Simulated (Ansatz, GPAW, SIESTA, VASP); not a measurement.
## AlRu: 5 runs at one level of theory

```
Ru Al
1.0
     2.99160    0.00000    0.00000
     0.00000    2.99160    0.00000
     0.00000    0.00000    2.99160
Ru Al
1 1
Direct
  0.50000 0.50000 0.50000
  0.00000 0.00000 0.00000
```

Alike in all runs: task band structure; functional LDA; k mesh 9 × 9 × 9; occupations fermi-dirac, width 0.05 eV; no spin polarisation; no spin-orbit coupling. LDA stands for any of its common fits. Pressure is positive in compression and, in plane waves, holds the error of the finite cutoff, which Ansatz's Pulay term estimates and takes out.

```csv
program and potentials,plane-wave cutoff (eV),notes,pressure (GPa)
"Ansatz, Ansatz PAW",420,"potentials made for PBE, which Ansatz adapts in part; 9.5 valence electrons an atom on average; Pulay term of +0.05 GPa included",-8.18
"VASP, LDA PAW files Al, Ru_pv, 520 eV",520,8.5 valence electrons an atom on average,-7.75
"GPAW, the program's PAW data sets (release 1.2.1) made for this functional",600,9.5 valence electrons an atom on average,?
"Ansatz, all-electron LAPW, scalar-relativistic",-,-,-8.19
"SIESTA, files PseudoDojo sr-lda-0.4.1-standard, DZP (energy shift 0.003 Ry; two zetas on semicore shells)",-,atomic basis; 9.5 valence electrons an atom on average,-6.81
```

Estimate from the other rows what the run with GPAW, the program's PAW data sets (release 1.2.1) made for this functional gave.

Pressure -7.60 GPa. The other rows, which needn't bracket it: pressure -8.19 to -6.81.
